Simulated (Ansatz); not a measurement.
The system is YN.

```
Y N
1.0
     0.00000    2.43850    2.43850
     2.43850    0.00000    2.43850
     2.43850    2.43850    0.00000
Y N
1 1
Direct
  0.00000 0.00000 0.00000
  0.50000 0.50000 0.50000
```

Base run:

```yaml
Program: Ansatz 0.2.0
Functional: LDA
Potentials_or_basis: Ansatz PAW
Cutoff: 420 eV
Density_cutoff: 1680 eV
k_mesh: 9 × 9 × 9
Occupations: fermi-dirac, width 0.05 eV
Spin: no spin polarisation
```

Its results: band gap on the k mesh 0.15 eV, indirect (least direct gap 0.55 eV); pressure -6.0 GPa.

Problem. After a change of settings the same cell gave: band gap on the k mesh 0.62 eV, indirect (least direct gap 1.03 eV); pressure 2.0 GPa. Which change was it?
A. functional from LDA to PBE; occupations from fermi-dirac, width 0.05 eV to gaussian, width 0.1 eV
B. occupations from fermi-dirac, width 0.05 eV to gaussian, width 0.02 eV
C. functional from LDA to r2SCAN; cutoff from 420 eV to 500 eV; density cutoff from 1680 eV to 2000 eV
D. functional from LDA to PBEsol

Solution. C.

r2SCAN gives the wider gap, since meta-GGAs in the generalised Kohn-Sham scheme recover part of the derivative discontinuity.

Caveats: the k mesh misses the band edges, so the gap on the mesh is wider than the one along the path; the PAW data sets come from PBE, with cores solved anew for the run's functional, which leaves a small shift of forces and pressure.

Not every run made on this cell is shown here.
